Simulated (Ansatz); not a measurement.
# AlN: the cost of one run

Program: Ansatz 0.2.0. Level of theory: DFT PBE, scalar-relativistic, plane waves, PAW. These are calculated values, not measurements.

**1. The structure to begin with**

Symmetry: Imma, No. 74, orthorhombic system. Conventional cell: a = 4.514 Å, b = 4.578 Å, c = 5.015 Å, α = 90.00°, β = 90.00°, γ = 90.00°. Al (site symmetry mm2) is surrounded by 6 N at 2.34 to 2.68 Å and 4 Al at 2.50 to 2.70 Å. N (site symmetry mm2) is surrounded by 6 Al at 2.34 to 2.68 Å.

As a file:

```
Al N
1.0
    -2.25719    2.28911    2.50755
     2.25719   -2.28911    2.50755
     2.25719    2.28911   -2.50755
Al N
2 2
Direct
  0.60656 0.35656 0.25000
  0.39344 0.64344 0.75000
  0.14039 0.89039 0.25000
  0.85961 0.10961 0.75000
```

The cell is invented: random cell by space group and Wyckoff sites (Imma, No. 74). Lengths come from tabulated atomic sizes and are only a guess.

**2. Probe: one point on a coarse mesh**

Contents of input.yaml:

```yaml
crystal:
  lattice:
    - [-2.257188, 2.28911462, 2.50755311]
    - [2.257188, -2.28911462, 2.50755311]
    - [2.257188, 2.28911462, -2.50755311]
  atoms:
    - { symbol: Al, position: [0.60655819, 0.35655819, 0.25] }
    - { symbol: Al, position: [0.39344181, 0.64344181, 0.75] }
    - { symbol: "N", position: [0.14038732, 0.89038732, 0.25] }
    - { symbol: "N", position: [0.85961268, 0.10961268, 0.75] }
basis:
  ecutwfc: 420
kpoints:
  mp_grid: { grid: [6, 6, 6] }
hamiltonian:
  xc: pbe
scf:
  occupations: { method: gaussian, width: 0.1 }
  lower_state_search: "off"
output:
  forces: true
  stress: true
  eigenvalues: true
```

Launch:

```
$ ansatz run input.yaml --threads 1 --pin off --max-ram 2048MiB --backend cpu --events-out ev --progress --plain --runs-dir out
```

Q: Estimate wall time and peak memory on 1 thread of Arm Neoverse V2, shared host.

About 1.3 s, with a peak of 0.31 GiB.
